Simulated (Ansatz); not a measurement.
# YN under changes of volume

One of the cells (14.500 Å³/atom); the others are scaled copies at fixed shape and fractional positions:

```xyz
2
Lattice="0.0000 2.4385 2.4385 2.4385 0.0000 2.4385 2.4385 2.4385 0.0000" Properties=species:S:1:pos:R:3 pbc="T T T"
Y     0.0000    0.0000    0.0000
N     2.4385    2.4385    2.4385
```

* Program: Ansatz 0.2.0
* Functional: PBE0
* Potentials or basis: Ansatz PAW
* Cutoff: 420 eV (not typed: the program's choice for these potentials)
* k mesh: 6 × 6 × 6
* Occupations: fermi-dirac, width 0.05 eV
* Spin: no spin polarisation

```csv
volume (Å³/atom),energy over the lowest point (meV/atom),pressure (GPa),gap on the mesh (eV)
13.630,35.47,13.0,1.62
13.920,16.12,8.5,1.66
14.210,4.51,4.4,1.70
14.500,0.00,0.7,1.74
14.790,1.88,-2.7,1.77
15.080,9.52,-5.7,1.80
15.370,?,?,?
```

Q: What does the run at 15.370 Å³/atom give?

A: Energy over the lowest point 22.24 meV/atom; pressure -8.4 GPa; gap on the mesh 1.83 eV.

Worked out: A Birch-Murnaghan fit of order 3 (a polynomial in V^(-2/3)) to the other rows has its minimum at 14.56 Å³/atom with B0 = V·E''(V) = 174 GPa and B' = 4.0. It gives 22.43 meV/atom at 15.370 Å³/atom, against the run's 22.24, and -dE/dV = -8.5 GPa, against -8.4. A straight line through the other rows of the gap, of slope 1.8 eV per unit of ln V, extrapolates to 1.84 eV, against the run's 1.83.

Energies are extrapolated to zero smearing.

Caveats: the PAW data sets come from PBE, with cores solved anew for the run's functional, which leaves a small shift of forces and pressure; the thresholds are loose for stress.

A mesh can miss the band edges. Spin-orbit coupling on Y is left out.
